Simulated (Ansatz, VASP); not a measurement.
## One calculation of Si, two programs

INCAR

```
ALGO     = Normal         # electronic algorithm
EDIFF    = 1E-6           # SCF threshold, eV
ENCUT    = 520            # plane-wave cutoff, eV
GGA      = PE             # functional
ISIF     = 2              # what is computed and relaxed
ISMEAR   = 1              # smearing method
LASPH    = T              # aspherical terms in the spheres
LCHARG   = F              # write CHGCAR
LREAL    = F              # projectors in reciprocal space
LWAVE    = F              # write WAVECAR
NBANDS   = 16             # bands
NELM     = 60             # most SCF steps
PREC     = Accurate       # precision mode
SIGMA    = 0.0612         # smearing width, eV
```

Contents of KPOINTS:

```
k-points
0
Gamma
  8 8 5
```

File POSCAR:

```
Si
1.0
    3.8313174600      0.0000000000      0.0000000000
   -1.9156587300      3.3180182500      0.0000000000
    0.0000000000      0.0000000000      6.3326220000
Si
4
Direct
    0.3333333301      0.6666666707      0.0630095006
    0.6666666699      0.3333333293      0.5630095006
    0.3333333301      0.6666666707      0.4369904994
    0.6666666699      0.3333333293      0.9369904994
```

Input for Ansatz:

```yaml
crystal:
  lattice:
    - [3.83131746, 0.0, 0.0]
    - [-1.91565873, 3.31801825, 0.0]
    - [0.0, 0.0, 6.332622]
  atoms:
    - { symbol: Si, position: [0.3333333301224283, 0.6666666706851295, 0.06300950064601993] }
    - { symbol: Si, position: [0.6666666698775716, 0.3333333293148704, 0.56300950064602] }
    - { symbol: Si, position: [0.3333333301224283, 0.6666666706851295, 0.4369904993539801] }
    - { symbol: Si, position: [0.6666666698775716, 0.3333333293148704, 0.93699049935398] }
kpoints:
  mp_grid:
    grid: [8, 8, 5]
hamiltonian:
  pseudopotentials:
    kind: paw
scf:
  occupations:
    method: cold
output:
  stress: true
```

This isn't the form of Si at room conditions, which is diamond.

Alike in both runs: task single point; functional PBE; k mesh 8 × 8 × 5; no spin polarisation.

```csv
,VASP,Ansatz
version,VASP 6.6.1,Ansatz 0.2.0
potentials or method,"VASP PAW PBE potentials, release 64 (Si)","plane waves, PAW"
plane-wave cutoff (eV),520,420
occupations,"methfessel-paxton of order 1, width 0.0612 eV",cold
valence electrons in the cell,16,16
```

```csv
,VASP,Ansatz,Ansatz less VASP
pressure (GPa),1.4,1.4,+0.08
```
